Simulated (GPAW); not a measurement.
Crystal: Ag.

```
Ag
1.0
     0.00000    2.04275    2.04275
     2.04275    0.00000    2.04275
     2.04275    2.04275    0.00000
Ag
1
Direct
  0.00000 0.00000 0.00000
```

Program: GPAW 26.7.0. Alike in all runs: potentials or basis GPAW PAW data sets (gpaw-data 1.2.1), pw; cell as given; smearing fermi-dirac 0.05 eV. Hardware: 1 thread of Arm Neoverse V2, with other jobs on the host.

Order these runs on this cell by their wall time, lowest first.
A. task single point; level HSE06; spin off; k mesh 4 × 4 × 4; cutoff (eV) 450; maxiter 60; mesh quality coarse
B. task band structure; level PBE; spin SOC, no magnetisation; k mesh 11 × 11 × 11; cutoff (eV) 600; maxiter 150; band path GXWKGLUWLK,UX; band points 60; spin axis theta (degrees) 90; spin axis phi (degrees) 45; mesh quality not flagged
C. task band structure; level TASK; spin SOC, no magnetisation; k mesh 11 × 11 × 11; cutoff (eV) 600; maxiter 150; band path GXWKGLUWLK,UX; band points 80; spin axis theta (degrees) 54.7; spin axis phi (degrees) 45; mesh quality not flagged

B (20 s), C (85 s), A (620 s).

Caveats: some runs use coarse meshes; spin-orbit coupling was added after a scalar SCF, so levels and gaps hold it while energy, forces, pressure and moments don't (some runs); exact exchange converges slowly with the k mesh, and this mesh is small (some runs).
